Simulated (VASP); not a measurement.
# W (Im-3m) in VASP: density of states with PBE

Aim: the density of states of W with PBE.

Everything below comes from runs of VASP 6.6.1. Logs are shortened: lines on timing, memory, paths and dates and some standing lists are left out, and cuts for length are marked.

## Step 1: The structure

The structure is cubic, space group Im-3m (No. 229). The conventional cell has a = 3.185 Å, b = 3.185 Å, c = 3.185 Å, α = 90.00°, β = 90.00°, γ = 90.00°. W (site symmetry m-3m) has 8 W at 2.76 Å as nearest neighbours.

## Step 2: Density of states, PBE, collinear spin, ferromagnetic start

Contents of POSCAR:

```
W                                       
1.0
   -1.5926356836      1.5926356836      1.5926356836
    1.5926356836     -1.5926356836      1.5926356836
    1.5926356836      1.5926356836     -1.5926356836
  W             
     1
Direct
     0.0000000000000000    0.0000000000000000    0.0000000000000000
```

Contents of INCAR.step1:

```
PREC = Accurate ; ENCUT = 520
EDIFF = 1E-7 ; ISMEAR = 0
SIGMA = 0.1 ; LREAL = False
LASPH = True ; NELM = 150
ALGO = Fast ; ISIF = 2
LWAVE = False ; LCHARG = True
ISPIN = 2 ; MAGMOM = 1
LMAXMIX = 4 ; GGA = PE
```

Contents of KPOINTS.step1:

```
Automatic mesh
0
Gamma
  18 18 18
```

Contents of INCAR.step2:

```
PREC = Accurate ; ENCUT = 520
EDIFF = 1E-7 ; ISMEAR = -5
SIGMA = 0.1 ; LREAL = False
LASPH = True ; NELM = 150
ALGO = Fast ; ISIF = 2
LWAVE = False ; LCHARG = False
ISPIN = 2 ; MAGMOM = 1
LORBIT = 11 ; LMAXMIX = 4
GGA = PE ; NEDOS = 2001
ICHARG = 11
```

Contents of KPOINTS.step2:

```
Automatic mesh
0
Gamma
  27 27 27
```

Potentials or basis: VASP PAW PBE potentials, release 64 (W_sv).

On the command line:

```bash
$ cat potpaw_PBE.64/W_sv/POTCAR > POTCAR
$ cp INCAR.step1 INCAR
$ cp KPOINTS.step1 KPOINTS
$ mpirun -np 1 vasp_std > vasp.out
$ cp INCAR.step2 INCAR
$ cp KPOINTS.step2 KPOINTS
$ mpirun -np 1 vasp_std > vasp.out
```

OUTCAR:

```text
PREC = Accurate
   ENCUT = 520
   EDIFF = 1E-7
   ISMEAR = -5
   LREAL = False
   LASPH = True
   NELM = 150
   ISIF = 2
   ISPIN = 2
   LORBIT = 11
   GGA = PE
   ICHARG = 11

 ion  position               nearest neighbor table
   1  0.000  0.000  0.000-

  LATTYP: Found a body centered cubic cell.
 ALAT       =     3.1852713672

  Lattice vectors:

 A1 = (  -1.5926356836,   1.5926356836,   1.5926356836)
 A2 = (   1.5926356836,  -1.5926356836,   1.5926356836)
 A3 = (   1.5926356836,   1.5926356836,  -1.5926356836)

Analysis of symmetry for initial positions (statically):
=====================================================================
 Subroutine PRICEL returns:
 Original cell was already a primitive cell.

 Routine SETGRP: Setting up the symmetry group for a
 body centered cubic supercell.

 Subroutine GETGRP returns: Found 48 space group operations
 (whereof 48 operations were pure point group operations)
 out of a pool of 48 trial point group operations.

The static configuration has the point symmetry O_h .

Analysis of symmetry for dynamics (positions and initial velocities):
=====================================================================
 Subroutine PRICEL returns:
 Original cell was already a primitive cell.

 Routine SETGRP: Setting up the symmetry group for a
 body centered cubic supercell.

 Subroutine GETGRP returns: Found 48 space group operations
 (whereof 48 operations were pure point group operations)
 out of a pool of 48 trial point group operations.

The dynamic configuration has the point symmetry O_h .

Analysis of structural, dynamic, and magnetic symmetry:
=====================================================================
 Subroutine PRICEL returns:
 Original cell was already a primitive cell.

 Routine SETGRP: Setting up the symmetry group for a
 body centered cubic supercell.

 Subroutine GETGRP returns: Found 48 space group operations
 (whereof 48 operations were pure point group operations)
 out of a pool of 48 trial point group operations.

The overall configuration has the point symmetry O_h .

 Subroutine INISYM returns: Found 48 space group operations
 (whereof 48 operations are pure point group operations),
 and found     1 'primitive' translations

----------------------------------------------------------------------------------------

                                     Primitive cell

  volume of cell :      16.1588

  direct lattice vectors                    reciprocal lattice vectors
    -1.592635684  1.592635684  1.592635684     0.000000000  0.313944994  0.313944994
     1.592635684 -1.592635684  1.592635684     0.313944994  0.000000000  0.313944994
     1.592635684  1.592635684 -1.592635684     0.313944994  0.313944994  0.000000000

  length of vectors
     2.758525922  2.758525922  2.758525922     0.443985268  0.443985268  0.443985268

  position of ions in fractional coordinates (direct lattice)
     0.000000000  0.000000000  0.000000000

  ion indices of the primitive-cell ions
   primitive index   ion index
                 1           1

----------------------------------------------------------------------------------------

 KPOINTS: Automatic mesh

Automatic generation of k-mesh.
 Grid dimensions read from file:
 generate k-points for:   27   27   27

 Generating k-lattice:

  Cartesian coordinates                     Fractional coordinates (reciprocal lattice)
     0.000000000  0.011627592  0.011627592     0.037037037  0.000000000  0.000000000
     0.011627592  0.000000000  0.011627592     0.000000000  0.037037037  0.000000000
     0.011627592  0.011627592  0.000000000     0.000000000  0.000000000  0.037037037

  Length of vectors
     0.016443899  0.016443899  0.016443899

  Shift w.r.t. Gamma in fractional coordinates (k-lattice)
     0.000000000  0.000000000  0.000000000

 TETIRR: Found  23679 inequivalent tetrahedra from   118098

 Subroutine IBZKPT returns following result:
 ===========================================

 Found    560 irreducible k-points:

 Following reciprocal coordinates:
            Coordinates               Weight
  0.000000  0.000000  0.000000      1.000000
  0.037037  0.000000  0.000000     12.000000
  0.074074  0.000000  0.000000     12.000000
  0.111111  0.000000  0.000000     12.000000
  0.148148  0.000000  0.000000     12.000000
  0.185185  0.000000  0.000000     12.000000
[... 16 lines left out ...]
  0.333333  0.037037 -0.000000     48.000000
  0.370370  0.037037  0.000000     48.000000
 [... further k-points ...]
   k-points           NKPTS =    560   k-points in BZ     NKDIM =    560   number of bands    NBANDS=     12
   number of dos      NEDOS =   2001   number of ions     NIONS =      1
   total plane-waves  NPLWV =  13824
   dimension x,y,z NGX =    24 NGY =   24 NGZ =   24
   dimension x,y,z NGXF=    48 NGYF=   48 NGZF=   48
   ions per type =               1
   NGX,Y,Z   is equivalent  to a cutoff of  14.46, 14.46, 14.46 a.u.
   NGXF,Y,Z  is equivalent  to a cutoff of  28.93, 28.93, 28.93 a.u.
 SYSTEM =  unknown system
   PREC   = accura    normal or accurate (medium, high low for compatibility)
   ISTART =      0    job   : 0-new  1-cont  2-samecut
   ICHARG =     11    charge: 1-file 2-atom 10-const
   ISPIN  =      2    spin polarized calculation?
   LNONCOLLINEAR =      F non collinear calculations
   LSORBIT =      F    spin-orbit coupling
   LASPH  =      T    aspherical Exc in radial PAW
   ENCUT  =  520.0 eV  38.22 Ry    6.18 a.u.   5.13  5.13  5.13*2*pi/ulx,y,z
   NELM   =    150;   NELMIN=  2; NELMDL=  0     # of ELM steps
   EDIFF  = 0.1E-06   stopping-criterion for ELM
   LREAL  =      F    real-space projection
   EDIFFG = 0.1E-05   stopping-criterion for IOM
   NSW    =      0    number of steps for IOM
   IBRION =     -1    ionic relax: 0-MD 1-quasi-New 2-CG
   NFREE  =      0    steps in history (QN), initial steepest desc. (CG)
   ISIF   =      2    stress and relaxation
   ISYM   =      2    0-nonsym 1-usesym 2-fastsym
   POTIM  = 0.5000    time-step for ionic-motion
   TEBEG  =    0.0;   TEEND  =   0.0 temperature during run
   PSTRESS=    0.0 pullay stress
   NELECT =      14.0000    total number of electrons
   NUPDOWN=      -1.0000    fix difference up-down
   EMIN   =  10.00;   EMAX   =-10.00  energy-range for DOS
   EFERMI =   0.00;   METHOD = LEGACY
   ISMEAR =    -5;   SIGMA  =   0.10  broadening in eV -4-tet -1-fermi 0-gaus
   EFERMI_NEDOS =   21; number of points for ismear=-14 and -15
   IALGO  =     68    algorithm
   IMIX   =      4    mixing-type and parameters
     AMIX     =   0.40;   BMIX     =  1.00
     AMIX_MAG =   1.60;   BMIX_MAG =  1.00
  volume/ion in A,a.u.               =      16.16       109.05
  Fermi-wavevector in a.u.,A,eV,Ry     =   1.560682  2.949261 33.140093  2.435728
  Thomas-Fermi vector in A             =   2.663858
   LORBIT       =     11    0 simple, 1 ext, 2 COOP (PROOUT), +10 PAW based schemes
   GGA     = PE    functional components
   LHFCALC =     F    Hartree Fock is set to
   AEXX    =    0.0000 exact exchange contribution
   IVDW    =     0    specifies the selected vdW correction
   LEPSILON=     F    determine dielectric tensor
   LRPA    =     F    only Hartree local field effects (RPA)
 spin polarized calculation
 RMM-DIIS sequential band-by-band and
 Fermi weights with tetrahedron method with Bloechl corrections
  energy-cutoff  :      520.00
  volume of cell :       16.16
 maximum number of plane-waves:       451
 NGX is ok and might be reduce to    24

 number of electron      14.0000002 magnetization      -0.0000085

 Free energy of the ion-electron system (eV)
  ---------------------------------------------------
  ext. energy  EPLUGINS =         0.00000000
  ---------------------------------------------------
  free energy    TOTEN  =       -12.95486257 eV

  energy without entropy =      -12.95486257  energy(sigma->0) =      -12.95486257

 E-fermi :  11.1984     XC(G=0): -13.5317

 val. band max:       11.2599286938   @ k =   0.4444   0.0741   0.0370
 cond. band min:      11.1468105831   @ k =  -0.1481   0.1852   0.1111
 fundamental gap:     -0.1131181107
 Fermi energy:        11.1984492360

 spin component 1

 k-point     1 :       0.0000    0.0000    0.0000
  band No.  band energies     occupation
      1     -63.0363      1.00000
      2     -26.6262      1.00000
      3     -26.6262      1.00000
      4     -26.6262      1.00000
      5       1.6369      1.00000
      6       9.9729      1.00000
      7       9.9729      1.00000
      8       9.9729      1.00000
      9      13.3860      0.00000
     10      13.3860      0.00000
     11      25.6404      0.00000
     12      25.6404      0.00000

 k-point     2 :       0.0370    0.0000    0.0000
  band No.  band energies     occupation
      1     -63.0346      1.00000
      2     -26.6438      1.00000
      3     -26.6317      1.00000
      4     -26.6263      1.00000
      5       1.7023      1.00000
      6       9.9329      1.00000
      7       9.9648      1.00000
      8      10.0356      1.00000
      9      13.3195      0.00000
     10      13.3862      0.00000
     11      25.6974      0.00000
     12      25.7524      0.00000
[... 301 lines left out ...]
 k-point    23 :       0.3333    0.0370   -0.0000
  band No.  band energies     occupation
      1     -62.9375      1.00000
      2     -27.6043      1.00000
      3     -26.9465      1.00000
      4     -26.6379      1.00000
      5       4.9763      1.00000
      6       8.0795      1.00000
      7       9.8417      1.00000
      8      13.1532      0.00000
      9      13.9295      0.00000
     10      14.9912      0.00000
     11      24.0138      0.00000
     12      24.6214      0.00000

 k-point    24 :       0.3704    0.0370    0.0000
  band No.  band energies     occupation
      1     -62.9271      1.00000
      2     -27.6995      1.00000
      3     -26.9798      1.00000
      4     -26.6385      1.00000
      5       5.0634      1.00000
      6       7.9192      1.00000
      7      10.3757      1.00067
      8      13.2813      0.00000
      9      14.0519      0.00000
     10      15.8104      0.00000
     11      23.3353      0.00000
     12      23.6902      0.00000

 [... further k-points ...]

 spin component 2

 k-point     1 :       0.0000    0.0000    0.0000
  band No.  band energies     occupation
      1     -63.0362      1.00000
      2     -26.6261      1.00000
      3     -26.6261      1.00000
      4     -26.6261      1.00000
      5       1.6370      1.00000
      6       9.9729      1.00000
      7       9.9729      1.00000
      8       9.9729      1.00000
      9      13.3860      0.00000
     10      13.3860      0.00000
     11      25.6404      0.00000
     12      25.6404      0.00000

 k-point     2 :       0.0370    0.0000    0.0000
  band No.  band energies     occupation
      1     -63.0346      1.00000
      2     -26.6438      1.00000
      3     -26.6317      1.00000
      4     -26.6262      1.00000
      5       1.7024      1.00000
      6       9.9329      1.00000
      7       9.9648      1.00000
      8      10.0356      1.00000
      9      13.3195      0.00000
     10      13.3862      0.00000
     11      25.6975      0.00000
     12      25.7529      0.00000
[... 301 lines left out ...]
 k-point    23 :       0.3333    0.0370   -0.0000
  band No.  band energies     occupation
      1     -62.9374      1.00000
      2     -27.6043      1.00000
      3     -26.9464      1.00000
      4     -26.6379      1.00000
      5       4.9763      1.00000
      6       8.0795      1.00000
      7       9.8417      1.00000
      8      13.1532      0.00000
      9      13.9295      0.00000
     10      14.9912      0.00000
     11      24.0138      0.00000
     12      24.6214      0.00000

 k-point    24 :       0.3704    0.0370    0.0000
  band No.  band energies     occupation
      1     -62.9270      1.00000
      2     -27.6995      1.00000
      3     -26.9798      1.00000
      4     -26.6385      1.00000
      5       5.0634      1.00000
      6       7.9192      1.00000
      7      10.3757      1.00068
      8      13.2813      0.00000
      9      14.0519      0.00000
     10      15.8104      0.00000
     11      23.3353      0.00000
     12      23.6902      0.00000

 [... further k-points ...]
[... 5 lines left out ...]
  --------------------------------------------------------------------------------------
  -------------------------------------------------------------------------------------
  Total       -0.0414072     -0.0414072     -0.0414072      0.0000000      0.0000000     -0.0000000
  in kB       -4.1056070     -4.1056070     -4.1056070      0.0000000      0.0000000     -0.0000000
  external PRESSURE =      -4.1056070 kB  Pullay stress =       0.0000000 kB

 VOLUME and BASIS-vectors are now :
 -----------------------------------------------------------------------------
  energy-cutoff  :      520.00
  volume of cell :       16.16
      direct lattice vectors                 reciprocal lattice vectors
    -1.592635684  1.592635684  1.592635684     0.000000000  0.313944994  0.313944994
     1.592635684 -1.592635684  1.592635684     0.313944994  0.000000000  0.313944994
     1.592635684  1.592635684 -1.592635684     0.313944994  0.313944994  0.000000000

 POSITION                                       TOTAL-FORCE (eV/Angst)
 -----------------------------------------------------------------------------------
      0.00000      0.00000      0.00000         0.000000      0.000000     -0.000000
 -----------------------------------------------------------------------------------
    total drift:                               -0.000000     -0.000000      0.000000

  FREE ENERGIE OF THE ION-ELECTRON SYSTEM (eV)
  ---------------------------------------------------
  free  energy   TOTEN  =       -12.9548625747 eV

  energy  without entropy=      -12.9548625747  energy(sigma->0) =      -12.95486257

 total charge

# of ion       s       p       d       tot
------------------------------------------
    1        2.397   6.335   3.319  12.051

 magnetization (x)

# of ion       s       p       d       tot
------------------------------------------
    1       -0.000   0.000   0.000   0.000
```

Wall time 81 s (1 thread of Intel Xeon 6975P-C (Granite Rapids), shared host); peak memory 0.35 GiB.

What came out:

| Item | Value |
| --- | --- |
| Net moment | 0.00 μB per cell |
| Valence electrons inside the program's atomic spheres | W 12.05 |

Levels at points of the mesh, in eV from the Fermi level:
Spin up:
```csv
k point,band 5,band 6,band 7,band 8,band 9,band 10
"(0.00, 0.00, 0.00)",-9.56,-1.23,-1.23,-1.23,2.19,2.19
```
Spin down:
```csv
k point,band 5,band 6,band 7,band 8,band 9,band 10
"(0.00, 0.00, 0.00)",-9.56,-1.23,-1.23,-1.23,2.19,2.19
```

States per cell in windows of 0.5 eV (zero at the Fermi level; states under -8 eV left out):
| from (eV) | up | down | W1_d_up | W1_d_down | W1_p_up | W1_p_down | W1_s_up | W1_s_down |
| --- | --- | --- | --- | --- | --- | --- | --- | --- |
| -8.0 | 0.02 | 0.02 | 0.00 | 0.00 | 0.00 | 0.00 | 0.01 | 0.01 |
| -7.5 | 0.03 | 0.03 | 0.00 | 0.00 | 0.00 | 0.00 | 0.01 | 0.01 |
| -7.0 | 0.05 | 0.05 | 0.00 | 0.00 | 0.00 | 0.00 | 0.02 | 0.02 |
| -6.5 | 0.09 | 0.09 | 0.02 | 0.02 | 0.01 | 0.01 | 0.02 | 0.02 |
| -6.0 | 0.17 | 0.17 | 0.06 | 0.06 | 0.01 | 0.01 | 0.03 | 0.03 |
| -5.5 | 0.21 | 0.21 | 0.09 | 0.09 | 0.01 | 0.01 | 0.03 | 0.03 |
| -5.0 | 0.28 | 0.28 | 0.14 | 0.14 | 0.01 | 0.01 | 0.03 | 0.03 |
| -4.5 | 0.16 | 0.16 | 0.09 | 0.09 | 0.01 | 0.01 | 0.01 | 0.01 |
| -4.0 | 0.10 | 0.10 | 0.06 | 0.06 | 0.01 | 0.01 | 0.00 | 0.00 |
| -3.5 | 0.48 | 0.48 | 0.33 | 0.33 | 0.02 | 0.02 | 0.00 | 0.00 |
| -3.0 | 0.31 | 0.31 | 0.21 | 0.21 | 0.02 | 0.02 | 0.00 | 0.00 |
| -2.5 | 0.32 | 0.32 | 0.19 | 0.19 | 0.03 | 0.03 | 0.00 | 0.00 |
| -2.0 | 0.39 | 0.39 | 0.24 | 0.24 | 0.04 | 0.04 | 0.01 | 0.01 |
| -1.5 | 0.18 | 0.18 | 0.11 | 0.11 | 0.02 | 0.02 | 0.00 | 0.00 |
| -1.0 | 0.10 | 0.10 | 0.05 | 0.05 | 0.01 | 0.01 | 0.00 | 0.00 |
| -0.5 | 0.09 | 0.09 | 0.05 | 0.05 | 0.01 | 0.01 | 0.00 | 0.00 |
| 0.0 | 0.15 | 0.15 | 0.11 | 0.11 | 0.01 | 0.01 | 0.00 | 0.00 |
| 0.5 | 0.19 | 0.19 | 0.15 | 0.15 | 0.01 | 0.01 | 0.00 | 0.00 |
| 1.0 | 0.24 | 0.24 | 0.19 | 0.19 | 0.01 | 0.01 | 0.00 | 0.00 |
| 1.5 | 0.25 | 0.25 | 0.21 | 0.21 | 0.01 | 0.01 | 0.00 | 0.00 |
| 2.0 | 0.30 | 0.30 | 0.26 | 0.26 | 0.01 | 0.01 | 0.00 | 0.00 |
| 2.5 | 0.40 | 0.40 | 0.35 | 0.35 | 0.00 | 0.00 | 0.00 | 0.00 |
| 3.0 | 0.47 | 0.47 | 0.40 | 0.40 | 0.01 | 0.01 | 0.01 | 0.01 |
| 3.5 | 0.15 | 0.15 | 0.12 | 0.12 | 0.01 | 0.01 | 0.01 | 0.01 |
| 4.0 | 0.13 | 0.13 | 0.10 | 0.10 | 0.01 | 0.01 | 0.01 | 0.01 |
| 4.5 | 0.12 | 0.12 | 0.09 | 0.09 | 0.01 | 0.01 | 0.00 | 0.00 |
| 5.0 | 0.08 | 0.08 | 0.06 | 0.06 | 0.01 | 0.01 | 0.00 | 0.00 |
| 5.5 | 0.08 | 0.08 | 0.06 | 0.06 | 0.01 | 0.01 | 0.00 | 0.00 |
| 6.0 | 0.08 | 0.08 | 0.05 | 0.05 | 0.01 | 0.01 | 0.00 | 0.00 |
| 6.5 | 0.08 | 0.08 | 0.05 | 0.05 | 0.01 | 0.01 | 0.01 | 0.01 |
| 7.0 | 0.07 | 0.07 | 0.04 | 0.04 | 0.01 | 0.01 | 0.01 | 0.01 |
| 7.5 | 0.09 | 0.09 | 0.04 | 0.04 | 0.01 | 0.01 | 0.02 | 0.02 |

Caveat: tetrahedron occupations give inexact forces and stress in metals. The run has no spin-orbit coupling, so splittings on W are missing.
